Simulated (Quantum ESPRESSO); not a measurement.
**SrO in Quantum ESPRESSO: convergence with smearing width**

Input of the first run (smearing width 0.5 eV); the others differ in this setting and in those tied to it:

File pw.in:

```
&CONTROL
  calculation = 'scf'
  prefix = 'pwscf'
  outdir = './tmp'
  pseudo_dir = './pseudo'
  tprnfor = .true.
  tstress = .true.
  disk_io = 'nowf'
/
&SYSTEM
  ibrav = 0
  nat = 2
  ntyp = 2
  ecutwfc = 92
  nbnd = 28
  occupations = 'smearing'
  smearing = 'mv'
  degauss = 0.03674932
  noncolin = .true.
  lspinorb = .true.
/
&ELECTRONS
  conv_thr = 4d-10
  electron_maxstep = 120
  mixing_beta = 0.5
/
ATOMIC_SPECIES
Sr    87.6200 Sr.upf
O     15.9990 O.upf
CELL_PARAMETERS angstrom
   0.0000000000    2.5663000000    2.5663000000
   2.5663000000    0.0000000000    2.5663000000
   2.5663000000    2.5663000000    0.0000000000
ATOMIC_POSITIONS crystal
Sr     0.4603400000    0.5090170000    0.5181700000
O      0.0316110000   -0.0282910000    0.0071000000
K_POINTS automatic
4 4 4 0 0 0
```

Potentials or basis: PseudoDojo 0.4 FR PBE stringent.

Command:

```bash
$ OMP_NUM_THREADS=1 pw.x -in pw.in > pw.out
```

The cell isn't the ideal one: atoms moved at random, drawn with an rms of 0.1 Å.

Hardware: 1 thread of Intel(R) Xeon(R) Platinum 8259CL CPU @ 2.50GHz (Skylake/Cascade Lake), with other jobs on the host.

```tsv
smearing width	energy less the tightest run, at zero smearing (meV/atom)	SCF cycles	CPU time (s)	peak memory (GiB)
0.5 eV	0.00	10	150	0.22
0.3 eV	0.00	10	150	0.22
0.2 eV	0.00	10	150	0.22
0.136 eV	0.00	10	150	0.22
0.1 eV	0.00	10	150	0.22
0.05 eV	0.00	10	150	0.22
0.025 eV	0.00	10	150	0.22
0.01 eV	0.00	10	150	0.22
```

Against the tightest run, the energy stays within 1 meV/atom from 0.5 eV on. The tightest run that finished is the yardstick and may itself not be fully converged.

Caveat, for the tightest run too: the k mesh is coarse (spacing up to 0.53 Å⁻¹), so the values aren't converged; this smearing can shift energies of a crystal with a gap.
